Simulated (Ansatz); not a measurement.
Reaction (ligand exchange at the Si–N bond): `N/C(O)=N\[SiH3]` + `C#CS` → `C#CS[SiH3]` + `N=C(N)O`

Computed with Ansatz on PBE0-D4/def2-TZVP structures; ΔE is electronic, products minus reactants. CCSD(T)/CBS is the MP2 limit (def2-TZVPP, def2-QZVPP) plus CCSD(T) − MP2 in def2-TZVPP, frozen cores. This one scheme is used for every species. Functionals use def2-TZVPP. B3LYP here is the variant with VWN-RPA as its local correlation; programs differ in this. Each species was taken in one conformer, which may not be the lowest.

(1) Is it downhill or uphill in electronic energy at CCSD(T)/CBS, and by how much? (An estimate is asked.)

(2) What do these levels give: PBE-D4, PBE0-D4, r2SCAN, B3LYP, SCS-MP2/def2-TZVPP, CCSD(T)/def2-TZVPP? (Estimate.)

Largest T1 diagnostic among the species: 0.013.

## Answers

(1) Ansatz gave: Uphill: ΔE = +0.06 eV.

(2) Computed: PBE-D4 0.02, PBE0-D4 0.04, r2SCAN 0.07, B3LYP 0.11, SCS-MP2/def2-TZVPP 0.08, CCSD(T)/def2-TZVPP 0.07 eV.

In def2-TZVPP, CCSD(T) changes the Hartree–Fock value by −0.09 eV (the triples alone add −0.02 eV) and MP2 by −0.10 eV.
